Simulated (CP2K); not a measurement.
Crystal: In.

```
In
1.0
     3.37691    0.00000    0.00000
     0.24723    3.36784    0.00000
    -1.81207   -1.68392    2.29876
In
1
Direct
  0.00000 0.00000 0.00000
```

Base run:

- Program: CP2K 2026.2
- Functional: OLYP
- Potentials or basis: POTENTIAL_UZH In GTH-PBE-q13; TZVP-MOLOPT-PBE-GTH basis
- Density cutoff: 9184 eV
- k mesh: 11 × 11 × 11
- Occupations: fermi-dirac, width 0.05 eV
- Spin: no spin polarisation

Its results: band gap on the k mesh none (metal or under the smearing width); pressure 2.6 GPa.

**Question.** After a change of settings the same cell gave: band gap on the k mesh none (metal or under the smearing width); pressure -0.5 GPa. Which change was it?
A. functional from OLYP to M06-L
B. functional from OLYP to PBEsol
C. functional from OLYP to PBE
D. functional from OLYP to PW91

**Answer.** B.

PBEsol binds more tightly than OLYP, so the same cell stands under less pressure.

Caveats: the potentials were made for another functional, which shifts forces and pressure; the basis of atomic orbitals isn't converged, which shifts pressures, moduli and gaps.
